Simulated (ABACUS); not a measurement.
# Nb (Im-3m) in ABACUS: notebook

Aim: see how the results for Nb move with the level of theory and the settings. Levels: BLYP, SOGGA. Tasks: single point.

Everything below comes from runs of ABACUS 3.10.1. Logs are shortened: lines on timing, memory, paths and dates and some standing lists are left out, and cuts for length are marked.

**1. The structure**

The structure is cubic, space group Im-3m (No. 229). Conventional cell: a = 3.328 Å, b = 3.328 Å, c = 3.328 Å, α = 90.00°, β = 90.00°, γ = 90.00°. Around Nb (site symmetry m-3m) lie 8 Nb at 2.88 Å.

**2. Single point, BLYP**

The input, run_abacus.py:

```python
"""ABACUS run from a structure file: ASE reads it, the script writes STRU, KPT and INPUT."""
import re
import subprocess
from ase.io import read
from ase.units import Bohr

atoms = read("Nb.xyz")
atoms = atoms[(-atoms.numbers).argsort(kind="stable")]  # ABACUS lists atoms element by element
pseudo = {'Nb': 'Nb_ONCV_PBE-1.2.upf'}
orbital = {}
magmoms = None
kmesh = [9, 9, 9]
params = {
    'suffix': 'Nb',
    'calculation': 'scf',
    'basis_type': 'pw',
    'pseudo_dir': './',
    'symmetry': 1,
    'dft_functional': 'GGA_X_B88+GGA_C_LYP',
    'ecutwfc': 82,
    'pseudo_rcut': 10,
    'nspin': 1,
    'nbands': 17,
    'ks_solver': 'dav',
    'smearing_method': 'fd',
    'smearing_sigma': 0.00367493,
    'scf_thr': 1e-08,
    'scf_nmax': 100,
    'mixing_type': 'broyden',
    'mixing_beta': 0.7,
    'cal_force': 1,
    'cal_stress': 1,
    'out_chg': 1,
    'out_pot': 2,
    'out_elf': 1,
}

symbols = atoms.get_chemical_symbols()
elements = list(dict.fromkeys(symbols))
lines = ["ATOMIC_SPECIES"] + [f"{e} {atoms.get_masses()[symbols.index(e)]:.4f} {pseudo[e]}" for e in elements]
if orbital:
    lines += ["", "NUMERICAL_ORBITAL"] + [orbital[e] for e in elements]
lines += ["", "LATTICE_CONSTANT", f"{1 / Bohr:.10f}", "", "LATTICE_VECTORS"]
lines += [" ".join(f"{x:.10f}" for x in v) for v in atoms.cell]
lines += ["", "ATOMIC_POSITIONS", "Direct"]
for e in elements:
    lines += ["", e, "0.0", str(symbols.count(e))]
    for i, p in enumerate(atoms.get_scaled_positions(wrap=False)):
        if symbols[i] == e:
            mag = "" if magmoms is None else " mag " + " ".join(str(x) for x in (magmoms[i] if isinstance(magmoms[i], list) else [magmoms[i]]))
            lines.append(" ".join(f"{x:.10f}" for x in p) + " 1 1 1" + mag)
open("STRU", "w").write("\n".join(lines) + "\n")
open("KPT", "w").write("K_POINTS\n0\nGamma\n%d %d %d 0 0 0\n" % tuple(kmesh))
open("INPUT", "w").write("INPUT_PARAMETERS\n" + "".join(f"{k:<20s}{v}\n" for k, v in params.items()))

done = subprocess.run(['mpirun', '-np', '4', 'abacus'])
if done.returncode:
    raise SystemExit(done.returncode)
log = open("OUT.Nb/running_scf.log").read()
print("final energy (eV):", re.findall(r"FINAL_ETOT_IS (\S+)", log))
```

The input, Nb.xyz:

```xyz
1
Lattice="-1.6639500000 1.6639500000 1.6639500000 1.6639500000 -1.6639500000 1.6639500000 1.6639500000 1.6639500000 -1.6639500000" Properties=species:S:1:pos:R:3 pbc="T T T"
Nb     0.0000000000      0.0000000000      0.0000000000
```

Potentials or basis: SG15 ONCV 1.2 PBE, plane waves.

Run with:

```
$ OMP_NUM_THREADS=1 python run_abacus.py > log
```

running log:

```text
ABACUS v3.10.1

               Atomic-orbital Based Ab-initio Computation at UStc

 ------------------------------------------------------------------------------------

 READING GENERAL INFORMATION
                           global_out_dir = OUT.Nb/
                           global_in_card = INPUT
                               pseudo_dir = ./
                              orbital_dir =
                                    DSIZE = 4
                                    GSIZE = 1

 READING UNITCELL INFORMATION
                                    ntype = 1
                  lattice constant (Bohr) = 1.88973
              lattice constant (Angstrom) = 1

 READING ATOM TYPE 1
                               atom label = Nb
                      L=0, number of zeta = 1
                      L=1, number of zeta = 1
                      L=2, number of zeta = 1
             number of atom for this type = 1

                        TOTAL ATOM NUMBER = 1
DIRECT COORDINATES
    atom                   x                   y                   z     mag                  vx                  vy                  vz
taud_Nb1            0.0000000000        0.0000000000        0.0000000000  0.0000        0.0000000000        0.0000000000        0.0000000000

                          Volume (Bohr^3) = 124.359
                             Volume (A^3) = 18.4281

 Lattice vectors: (Cartesian coordinate: in unit of a_0)
             -1.66395            +1.66395            +1.66395
             +1.66395            -1.66395            +1.66395
             +1.66395            +1.66395            -1.66395
 Reciprocal vectors: (Cartesian coordinate: in unit of 2 pi/a_0)
                   +0            +0.30049            +0.30049
             +0.30049                  +0            +0.30049
             +0.30049            +0.30049                  +0
 The esolver type has been set to : ksdft_pw

                PAO radial cut off (Bohr) = 10

 Read in pseudopotential file is Nb_ONCV_PBE-1.2.upf
                     pseudopotential type = NC
          exchange-correlation functional = PBE
                 nonlocal core correction = 0
                        valence electrons = 13
                                     lmax = 2
                           number of zeta = 0
                     number of projectors = 6
                           L of projector = 0
                           L of projector = 0
                           L of projector = 1
                           L of projector = 1
                           L of projector = 2
                           L of projector = 2
 XC functional updated to : GGA_X_B88+GGA_C_LYP
          exchange-correlation functional = GGA_X_B88+GGA_C_LYP
     initial pseudo atomic orbital number = 0

 SETUP THE ELECTRONS NUMBER
            electron number of element Nb = 13
      total electron number of element Nb = 13
            AUTOSET number of electrons:  = 13
                           occupied bands = 7
                                   NBANDS = 17
                                   NLOCAL = 9

%%%%%%%%%%%%%%%%%%%%%%%%%%%%%%%%%%%%%%%%%%%%%%%%%%%%%%%%%%%%%%%%%%%%%%%%%%%%%%%%%%%%%%%%%%%%%%%%%%%%%%%%%%
 Warning: the number of valence electrons in pseudopotential > 5 for Nb: [Kr] 4d4 5s1
 Pseudopotentials with additional electrons can yield (more) accurate outcomes, but may be less efficient.
 If you're confident that your chosen pseudopotential is appropriate, you can safely ignore this warning.
%%%%%%%%%%%%%%%%%%%%%%%%%%%%%%%%%%%%%%%%%%%%%%%%%%%%%%%%%%%%%%%%%%%%%%%%%%%%%%%%%%%%%%%%%%%%%%%%%%%%%%%%%%

 SETUP THE PLANE WAVE BASIS
 energy cutoff for charge/potential (unit:Ry) = 328
            fft grid for charge/potential = [ 32, 32, 32 ]
                        fft grid division = [ 1, 1, 1 ]
        big fft grid for charge/potential = [ 32, 32, 32 ]
                                     nbxx = 8192
                                     nrxx = 8192

 SETUP PLANE WAVES FOR CHARGE/POTENTIAL
                    number of plane waves = 12527
                         number of sticks = 731

 PARALLEL PW FOR CHARGE/POTENTIAL
     PROC   COLUMNS(POT)             PW
        1            183           3132
        2            183           3132
        3            182           3132
        4            183           3131
 --------------- sum -------------------
        4            731          12527
                            number of |g| = 149
                                  max |g| = 29.6165
                                  min |g| = 0

----------- Double Check Mixing Parameters Begin ------------
mixing_type: broyden
mixing_beta: 0.7
mixing_gg0: 1
mixing_gg0_min: 0.1
mixing_ndim: 8
----------- Double Check Mixing Parameters End ------------

 LATTICE VECTORS: (CARTESIAN COORDINATE: IN UNIT OF A0)
             -1.66395            +1.66395            +1.66395
             +1.66395            -1.66395            +1.66395
             +1.66395            +1.66395            -1.66395
                       right hand lattice = 1
                                   NORM_A = 2.88205
                                   NORM_B = 2.88205
                                   NORM_C = 2.88205
                           ALPHA (DEGREE) = 109.471
                           BETA  (DEGREE) = 109.471
                           GAMMA (DEGREE) = 109.471

 The lattice vectors have been changed (STRU_SIMPLE.cif)

(for optimal symmetric configuration:)
                             BRAVAIS TYPE = 2
                     BRAVAIS LATTICE NAME = 02. Cubic I (body-centered)
                                    ibrav = 2
                                    IBRAV = 2
                                  BRAVAIS = BODY CENTERED CUBIC
                       LATTICE CONSTANT A = 3.3279
Original cell was already a primitive cell.
                        ROTATION MATRICES = 48
              PURE POINT GROUP OPERATIONS = 48
                   SPACE GROUP OPERATIONS = 48
                              POINT GROUP = O_h
               POINT GROUP IN SPACE GROUP = O_h

 SETUP K-POINTS
                                    nspin = 1
                   Input type of k points = Monkhorst-Pack(Gamma)
                                   nkstot = 729
                       right hand lattice = 1
(for reciprocal lattice: )
                             BRAVAIS TYPE = 3
                     BRAVAIS LATTICE NAME = 03. Cubic F (face-centered)
                                    ibrav = 3
                       right hand lattice = 1
(for k-lattice: )
                             BRAVAIS TYPE = 3
                     BRAVAIS LATTICE NAME = 03. Cubic F (face-centered)
                                    ibrav = 3
                       right hand lattice = 1
                        ROTATION MATRICES = 48
                               nkstot_ibz = 35
K-POINTS REDUCTION ACCORDING TO SYMMETRY
     IBZ    DIRECT_X    DIRECT_Y    DIRECT_Z  WEIGHT  ibz2bz
       1  0.00000000  0.00000000  0.00000000  0.0014       0
       2 -0.11111111  0.11111111  0.00000000  0.0165       1
       3 -0.22222222  0.22222222  0.00000000  0.0165       2
       4 -0.33333333  0.33333333  0.00000000  0.0165       3
       5 -0.44444444  0.44444444  0.00000000  0.0165       4
       6 -0.22222222  0.11111111  0.11111111  0.0329      10
[... 22 lines left out ...]
      29 -0.44444444  0.44444444  0.22222222  0.0329     203
      30 -0.44444444  0.33333333  0.33333333  0.0329     204
[... 5 further k points ...]

                               nkstot now = 35
[... K-POINTS DIRECT COORDINATES: 35 rows ...]

           k-point number in this process = 35
       minimum distributed K point number = 35
[... stars of the k points ...]

[... K-POINTS CARTESIAN COORDINATES: 35 rows ...]

[... K-POINTS DIRECT COORDINATES: 35 rows ...]

 SETUP PLANE WAVES FOR WAVE FUNCTIONS
     energy cutoff for wavefunc (unit:Ry) = 82
              fft grid for wave functions = [ 32, 32, 32 ]
                    number of plane waves = 2491
                         number of sticks = 249

 PARALLEL PW FOR WAVE FUNCTIONS
     PROC   COLUMNS(POT)             PW
        1             63            624
        2             62            622
        3             62            622
        4             62            623
 --------------- sum -------------------
        4            249           2491

 SETUP NONLOCAL PSEUDOPOTENTIALS IN PLANE WAVE BASIS
 Nb non-local projectors:
 projector 1 L=0
 projector 2 L=0
 projector 3 L=1
 projector 4 L=1
 projector 5 L=2
 projector 6 L=2
      TOTAL NUMBER OF NONLOCAL PROJECTORS = 18

 Init Non-Local PseudoPotential table :
 Init Non-Local-Pseudopotential done.

                                     npwx = 402

 -------------------------------------------
 SELF-CONSISTENT
 -------------------------------------------
                                 init_chg = atomic

 PW ALGORITHM --------------- ION=   1  ELEC=   1--------------------------------
 Notice: Threshold on eigenvalues was too large.
 hsover_error=0.13 > DRHO=0.0315049
 Origin diag ethr = 0.01
 New diag ethr = 0.000242346

 Density error is 0.0293749791858
                          Error Threshold = 0.000242345527492
----------------------------------------------------------
     Energy           Rydberg                 eV
----------------------------------------------------------
 E_KohnSham     -113.9528246101      -1550.4077178921
 E_Harris       -115.0295242210      -1565.0569676343
 E_Fermi        1.3494592945         18.3603356249
----------------------------------------------------------
[... 51 lines left out ...]
 Density error is 2.92704032872e-10
                          Error Threshold = 1.83238361759e-10
----------------------------------------------------------
     Energy           Rydberg                 eV
----------------------------------------------------------
 E_KohnSham     -113.9599560901      -1550.5047466547
 E_KS(sigma->0) -113.9595202032      -1550.4988161099
 E_Harris       -113.9598726931      -1550.5036119807
 E_band         -4.8046448940        -65.3705474248
 E_one_elec     -17.9968148672       -244.8592280446
 E_Hartree      15.4416733165        210.0947437585
 E_xc           -13.6065030832       -185.1259717863
 E_Ewald        -97.7974396825       -1330.6024294927
 E_entropy(-TS) -0.0008717737        -0.0118610896
 E_descf        0.0000000000         0.0000000000
 E_exx          0.0000000000         0.0000000000
 E_Fermi        1.3243070462         18.0181217302
----------------------------------------------------------

 charge density convergence is achieved
 final etot is -1550.5047467 eV
 EFERMI = 18.01812173 eV
The vacuum level is 16.481263671 eV

 STATE ENERGY(eV) AND OCCUPATIONS    NSPIN == 1
 1/35 kpoint (Cartesian) = 0.0000 0.0000 0.0000 (401 pws)
       1       -36.4957     0.00274348
       2       -11.8481     0.00274348
       3       -11.8481     0.00274348
       4       -11.8481     0.00274348
       5        12.2939     0.00274348
       6        18.2835    1.35225e-05
[... 9 lines left out ...]
      16        45.6315        0.00000
      17        45.6315        0.00000
[... 78 lines left out ...]
       1       -36.4246      0.0658436
       2       -12.2669      0.0658436
       3       -11.9522      0.0658436
       4       -11.8862      0.0658436
       5        13.6198      0.0658436
       6        17.6834      0.0657622
[... 9 lines left out ...]
      16        42.0700        0.00000
      17        46.6854        0.00000

[... levels at 29 further k points ...]

------------------------------------------------------------------------------------------
 TOTAL-FORCE (eV/Angstrom)
------------------------------------------------------------------------------------------
                       Nb1         0.0000000000         0.0000000000         0.0000000000
------------------------------------------------------------------------------------------

----------------------------------------------------------------
 TOTAL-STRESS (KBAR)
----------------------------------------------------------------
        27.3628655099         0.0000000000         0.0000000000
         0.0000000000        27.3628655099        -0.0000000000
        -0.0000000000        -0.0000000000        27.3628655099
----------------------------------------------------------------
 TOTAL-PRESSURE: 27.362866 KBAR

 --------------------------------------------
 !FINAL_ETOT_IS -1550.5047466547136992 eV
 --------------------------------------------
```

Wall time 3.9 s (4 MPI ranks of Intel Xeon Platinum 8488C (Sapphire Rapids), shared host); peak memory 0.32 GiB.

Results:

```yaml
Free_energy: -1550.5047 eV
Pressure: 2.7 GPa
Band_gap_on_the_k_mesh: none (metal or under the smearing width)
```

Levels at points of the mesh, in eV from the Fermi level:
```
           k point  band 2  band 3  band 4  band 5  band 6  band 7  band 8  band 9  band 10  band 11
(0.00, 0.00, 0.00)  -29.87  -29.87  -29.87   -5.72    0.27    0.27    0.27    3.11     3.11    14.48
```

Caveat: the potentials were made for another functional, which shifts forces and pressure.

**3. Single point, SOGGA**

The input, INPUT:

```
INPUT_PARAMETERS
suffix              Nb
calculation         scf
basis_type          pw
pseudo_dir          ./
symmetry            1
dft_functional      GGA_X_SOGGA+GGA_C_PBE
ecutwfc             82
pseudo_rcut         10
nspin               1
nbands              17
ks_solver           dav
smearing_method     fd
smearing_sigma      0.00367493
scf_thr             1e-08
scf_nmax            100
mixing_type         broyden
mixing_beta         0.7
cal_force           1
cal_stress          1
out_chg             1
kpar                4
```

The input, STRU:

```
ATOMIC_SPECIES
Nb 92.9064 41_Nb_13_1.5_1.7_pbe_n_v1.0.upf

LATTICE_CONSTANT
1.8897261246

LATTICE_VECTORS
-1.6639500000 1.6639500000 1.6639500000
1.6639500000 -1.6639500000 1.6639500000
1.6639500000 1.6639500000 -1.6639500000

ATOMIC_POSITIONS
Direct

Nb
0.0
1
0.0000000000 0.0000000000 0.0000000000 1 1 1
```

The input, KPT:

```
K_POINTS
0
Gamma
9 9 9 0 0 0
```

Potentials or basis: SPMS ONCV 1.0 PBE, plane waves.

Run with:

```
$ OMP_NUM_THREADS=1 mpirun -np 4 abacus > log
```

Run time: 2.7 s. Hardware: 4 MPI ranks of Intel Xeon Platinum 8488C (Sapphire Rapids), shared host; peak memory 0.24 GiB.

It converged, with:

```
Free energy            : -1697.7454 eV
Pressure               : -9.6 GPa
Band gap on the k mesh : none (metal or under the smearing width)
```

Levels at points of the mesh, in eV from the Fermi level:
| k point | band 2 | band 3 | band 4 | band 5 | band 6 | band 7 | band 8 | band 9 | band 10 | band 11 |
| --- | --- | --- | --- | --- | --- | --- | --- | --- | --- | --- |
| (0.00, 0.00, 0.00) | -29.60 | -29.60 | -29.60 | -5.93 | 0.39 | 0.39 | 0.39 | 3.23 | 3.23 | 14.23 |

Caveat: the potentials were made for another functional, which shifts forces and pressure.
